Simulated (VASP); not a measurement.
# K (Pm-3m) in VASP: a series of runs

One crystal, K, is run at these levels: PBE; tasks: single point.

Program: VASP 6.6.1. These are calculated values, not measurements. Logs are shortened: lines on timing, memory, paths and dates and some standing lists are left out, and cuts for length are marked.

## Step 1: The crystal as given

Symmetry: Pm-3m, No. 221, cubic system. The conventional cell has a = 4.310 Å, b = 4.310 Å, c = 4.310 Å, α = 90.00°, β = 90.00°, γ = 90.00°. Around K (site symmetry m-3m) lie 6 K at 4.31 Å.

This isn't the form of K at room conditions, which is bcc.

## Step 2: Single point, PBE

Input file INCAR:

```
  PREC = Normal
  ENCUT = 400
  EDIFF = 1E-6
  ISMEAR = 0
  SIGMA = 0.2
  LREAL = False
  LASPH = True
  NELM = 100
  ALGO = Normal
  ISIF = 2
  LWAVE = False
  LCHARG = False
  GGA = PE
  NBANDS = 10
  ADDGRID = False
```

Input file KPOINTS:

```
regular mesh
0
Gamma
  6 6 6
```

Input file POSCAR:

```
K
1.0
    4.3104394900      0.0000000000      0.0000000000
    0.0000000000      4.3104394900      0.0000000000
    0.0000000000      0.0000000000      4.3104394900
K
1
Direct
    0.0000000000      0.0000000000      0.0000000000
```

Potentials or basis: VASP PAW PBE potentials, release 64 (K_sv).

Command:

```sh
> cat potpaw_PBE.64/K_sv/POTCAR > POTCAR
> mpirun -np 1 vasp_std > vasp.out
```

OUTCAR:

```text
PREC = Normal
   ENCUT = 400
   EDIFF = 1E-6
   ISMEAR = 0
   LREAL = False
   LASPH = True
   NELM = 100
   ISIF = 2
   GGA = PE

 Found     20 irreducible k-points:

 Following reciprocal coordinates:
            Coordinates               Weight
  0.000000  0.000000  0.000000      1.000000
  0.166667  0.000000  0.000000      6.000000
  0.333333  0.000000  0.000000      6.000000
  0.500000  0.000000  0.000000      3.000000
  0.166667  0.166667  0.000000     12.000000
  0.333333  0.166667  0.000000     24.000000
   k-points           NKPTS =     20   k-points in BZ     NKDIM =     20   number of bands    NBANDS=     10
   number of dos      NEDOS =    301   number of ions     NIONS =      1
   total plane-waves  NPLWV =  13824
   dimension x,y,z NGX =    24 NGY =   24 NGZ =   24
   dimension x,y,z NGXF=    48 NGYF=   48 NGZF=   48
   ions per type =               1
   NGX,Y,Z   is equivalent  to a cutoff of   9.26,  9.26,  9.26 a.u.
   NGXF,Y,Z  is equivalent  to a cutoff of  18.51, 18.51, 18.51 a.u.
 SYSTEM =  unknown system
   PREC   = normal    normal or accurate (medium, high low for compatibility)
   ISTART =      0    job   : 0-new  1-cont  2-samecut
   ICHARG =      2    charge: 1-file 2-atom 10-const
   ISPIN  =      1    spin polarized calculation?
   LNONCOLLINEAR =      F non collinear calculations
   LSORBIT =      F    spin-orbit coupling
   LASPH  =      T    aspherical Exc in radial PAW
   ENCUT  =  400.0 eV  29.40 Ry    5.42 a.u.   7.03  7.03  7.03*2*pi/ulx,y,z
   NELM   =    100;   NELMIN=  2; NELMDL= -5     # of ELM steps
   EDIFF  = 0.1E-05   stopping-criterion for ELM
   LREAL  =      F    real-space projection
   EDIFFG = 0.1E-04   stopping-criterion for IOM
   NSW    =      0    number of steps for IOM
   IBRION =     -1    ionic relax: 0-MD 1-quasi-New 2-CG
   NFREE  =      0    steps in history (QN), initial steepest desc. (CG)
   ISIF   =      2    stress and relaxation
   ISYM   =      2    0-nonsym 1-usesym 2-fastsym
   POTIM  = 0.5000    time-step for ionic-motion
   TEBEG  =    0.0;   TEEND  =   0.0 temperature during run
   PSTRESS=    0.0 pullay stress
   NELECT =       9.0000    total number of electrons
   NUPDOWN=      -1.0000    fix difference up-down
   EMIN   =  10.00;   EMAX   =-10.00  energy-range for DOS
   EFERMI =   0.00;   METHOD = LEGACY
   ISMEAR =     0;   SIGMA  =   0.20  broadening in eV -4-tet -1-fermi 0-gaus
   EFERMI_NEDOS =   21; number of points for ismear=-14 and -15
   IALGO  =     38    algorithm
   IMIX   =      4    mixing-type and parameters
     AMIX     =   0.40;   BMIX     =  1.00
     AMIX_MAG =   1.60;   BMIX_MAG =  1.00
  volume/ion in A,a.u.               =      80.09       540.46
  Fermi-wavevector in a.u.,A,eV,Ry     =   0.790013  1.492908  8.491671  0.624120
  Thomas-Fermi vector in A             =   1.895269
   LORBIT       =      0    0 simple, 1 ext, 2 COOP (PROOUT), +10 PAW based schemes
   GGA     = PE    functional components
   LHFCALC =     F    Hartree Fock is set to
   AEXX    =    0.0000 exact exchange contribution
   IVDW    =     0    specifies the selected vdW correction
   LEPSILON=     F    determine dielectric tensor
   LRPA    =     F    only Hartree local field effects (RPA)
 non-spin polarized calculation
 Gauss-broadening in eV      SIGMA  =   0.20
  energy-cutoff  :      400.00
  volume of cell :       80.09
 maximum number of plane-waves:      1472
   NGX = 15   NGY = 15   NGZ = 15

 number of electron       9.0000015 magnetization

 Free energy of the ion-electron system (eV)
  ---------------------------------------------------
  ext. energy  EPLUGINS =         0.00000000
  ---------------------------------------------------
  free energy    TOTEN  =        -0.94560929 eV

  energy without entropy =       -0.92466878  energy(sigma->0) =       -0.93513903

 E-fermi :  -0.2131     XC(G=0):  -5.4398

 val. band max:       -0.3171477609   @ k =   0.5000   0.0000   0.0000
 cond. band min:      -0.2035842065   @ k =   0.3333   0.3333   0.1667
 fundamental gap:      0.1135635544
 Fermi energy:        -0.2130561353

 k-point     1 :       0.0000    0.0000    0.0000
  band No.  band energies     occupation
      1     -32.6146      2.00000
      2     -16.0558      2.00000
      3     -16.0558      2.00000
      4     -16.0558      2.00000
      5      -2.3176      2.00000
      6       2.6207      0.00000
      7       2.6207      0.00000
      8       5.8666      0.00000
      9       5.8888      0.00000
     10       6.0286      0.00000

 k-point     2 :       0.1667    0.0000    0.0000
  band No.  band energies     occupation
      1     -32.6136      2.00000
      2     -16.0767      2.00000
      3     -16.0540      2.00000
      4     -16.0540      2.00000
      5      -2.0630      2.00000
      6       2.3024      0.00000
      7       2.7458      0.00000
      8       5.1292      0.00000
      9       5.1292      0.00000
     10       5.4182      0.00000

 k-point     3 :       0.3333    0.0000    0.0000
  band No.  band energies     occupation
      1     -32.6115      2.00000
      2     -16.1183      2.00000
      3     -16.0505      2.00000
      4     -16.0505      2.00000
      5      -1.3326      2.00000
      6       1.1651      0.00000
      7       3.0413      0.00000
      8       4.5696      0.00000
      9       4.5696      0.00000
     10       5.7089      0.00000

 k-point     4 :       0.5000    0.0000    0.0000
  band No.  band energies     occupation
      1     -32.6105      2.00000
      2     -16.1389      2.00000
      3     -16.0487      2.00000
      4     -16.0487      2.00000
      5      -0.3171      1.53829
      6      -0.0861      0.36917
      7       3.2231      0.00000
      8       4.3709      0.00000
      9       4.3709      0.00000
     10       6.0105      0.00000

 k-point     5 :       0.1667    0.1667    0.0000
  band No.  band energies     occupation
      1     -32.6126      2.00000
      2     -16.0755      2.00000
      3     -16.0740      2.00000
      4     -16.0523      2.00000
      5      -1.8122      2.00000
      6       2.3804      0.00000
      7       2.5608      0.00000
      8       4.3104      0.00000
      9       5.0366      0.00000
     10       5.5542      0.00000

 k-point     6 :       0.3333    0.1667    0.0000
  band No.  band energies     occupation
      1     -32.6105      2.00000
      2     -16.1159      2.00000
      3     -16.0708      2.00000
      4     -16.0488      2.00000
      5      -1.0934      2.00000
      6       1.3502      0.00000
      7       2.8690      0.00000
      8       3.9699      0.00000
      9       4.6493      0.00000
     10       5.5241      0.00000

 [... further k-points ...]

------------------------ aborting loop because EDIFF is reached ----------------------------------------

  FORCE on cell =-STRESS in cart. coord.  units (eV):
  Direction    XX          YY          ZZ          XY          YZ          ZX
  --------------------------------------------------------------------------------------
  -------------------------------------------------------------------------------------
  Total       -0.0149226     -0.0149226     -0.0149226      0.0000000      0.0000000     -0.0000000
  in kB       -0.2985310     -0.2985310     -0.2985310      0.0000000      0.0000000     -0.0000000
  external PRESSURE =      -0.2985310 kB  Pullay stress =       0.0000000 kB

 VOLUME and BASIS-vectors are now :
 -----------------------------------------------------------------------------
  energy-cutoff  :      400.00
  volume of cell :       80.09
      direct lattice vectors                 reciprocal lattice vectors
     4.310439490  0.000000000  0.000000000     0.231994905  0.000000000  0.000000000
     0.000000000  4.310439490  0.000000000     0.000000000  0.231994905  0.000000000
     0.000000000  0.000000000  4.310439490     0.000000000  0.000000000  0.231994905

 POSITION                                       TOTAL-FORCE (eV/Angst)
 -----------------------------------------------------------------------------------
      0.00000      0.00000      0.00000         0.000000      0.000000      0.000000
 -----------------------------------------------------------------------------------
    total drift:                               -0.000000      0.000000      0.000000

  FREE ENERGIE OF THE ION-ELECTRON SYSTEM (eV)
  ---------------------------------------------------
  free  energy   TOTEN  =        -0.9456092876 eV

  energy  without entropy=       -0.9246687800  energy(sigma->0) =       -0.93513903
```

OSZICAR:

```text
N       E                     dE             d eps       ncg     rms          rms(c)
DAV:   1     0.374842003587E+02    0.37484E+02   -0.30664E+03   408   0.553E+02
DAV:   2     0.242591182943E+00   -0.37242E+02   -0.36917E+02   438   0.171E+02
DAV:   3    -0.897353566916E+00   -0.11399E+01   -0.11276E+01   606   0.238E+01
DAV:   4    -0.946336603365E+00   -0.48983E-01   -0.48933E-01   560   0.411E+00
DAV:   5    -0.946938370946E+00   -0.60177E-03   -0.60174E-03   618   0.384E-01    0.177E+00
DAV:   6    -0.946094971889E+00    0.84340E-03   -0.15216E-03   614   0.244E-01    0.111E+00
DAV:   7    -0.945555594779E+00    0.53938E-03   -0.33368E-03   590   0.336E-01    0.730E-02
DAV:   8    -0.945604535231E+00   -0.48940E-04   -0.25360E-04   522   0.156E-01    0.258E-02
DAV:   9    -0.945610983938E+00   -0.64487E-05   -0.26263E-05   620   0.319E-02    0.118E-02
DAV:  10    -0.945609272642E+00    0.17113E-05   -0.38059E-06   588   0.161E-02    0.209E-03
DAV:  11    -0.945609287593E+00   -0.14950E-07   -0.18999E-07   308   0.342E-03
   1 F= -.94560929E+00 E0= -.93513903E+00  d E =-.209405E-01
```

stdout:

```text
POSCAR found type information on POSCAR K
 POSCAR found :  1 types and       1 ions
 scaLAPACK will be used
 LDA part: xc-table for (Slater+PW92), standard interpolation
 POSCAR, INCAR and KPOINTS ok, starting setup
 FFT: planning ... GRIDC
 FFT: planning ... GRID_SOFT
 FFT: planning ... GRID
 WAVECAR not read
 entering main loop
```

It took 3.8 s on 1 thread of Intel Xeon Platinum 8488C (Sapphire Rapids), shared host; peak memory 0.13 GiB.

These settings aren't checked as converged: the numbers below hold their error.

Results:

```yaml
Free_energy: -0.9456 eV
Pressure: 0.0 GPa
Band_gap_on_the_k_mesh: none (metal or under the smearing width)
```

## Step 3: Single point, PBE

Changes to INCAR since step 2:

```diff
@@ -1,2 +1,2 @@
-  PREC = Normal
+  PREC = Accurate
   ENCUT = 400
@@ -5,3 +5,3 @@
   SIGMA = 0.2
-  LREAL = False
+  LREAL = Auto
   LASPH = True
```

KPOINTS is that of step 2.

POSCAR is that of step 2.

Potentials or basis: VASP PAW PBE potentials, release 64 (K_sv).

Command:

```sh
> cat potpaw_PBE.64/K_sv/POTCAR > POTCAR
> mpirun -np 1 vasp_std > vasp.out
```

It took 7.3 s on 1 thread of Intel Xeon Platinum 8488C (Sapphire Rapids), shared host; peak memory 0.15 GiB.

The run converged, but some of its settings lie outside the range that counts as converged, so its numbers aren't taken as properties of the crystal.

Results:

```
Free energy            : -0.9458 eV
Pressure               : 0.0 GPa
Band gap on the k mesh : none (metal or under the smearing width)
```

## Step 4: For comparison

An earlier run on the cell as given: functional PBE; potentials or basis VASP PAW PBE potentials, release 64 (K_sv); cutoff 520 eV; k mesh 6 × 6 × 6; occupations fermi-dirac, width 0.05 eV; no spin polarisation.

* Pressure: 0.0 GPa
* Band gap on the k mesh: none (metal or under the smearing width)
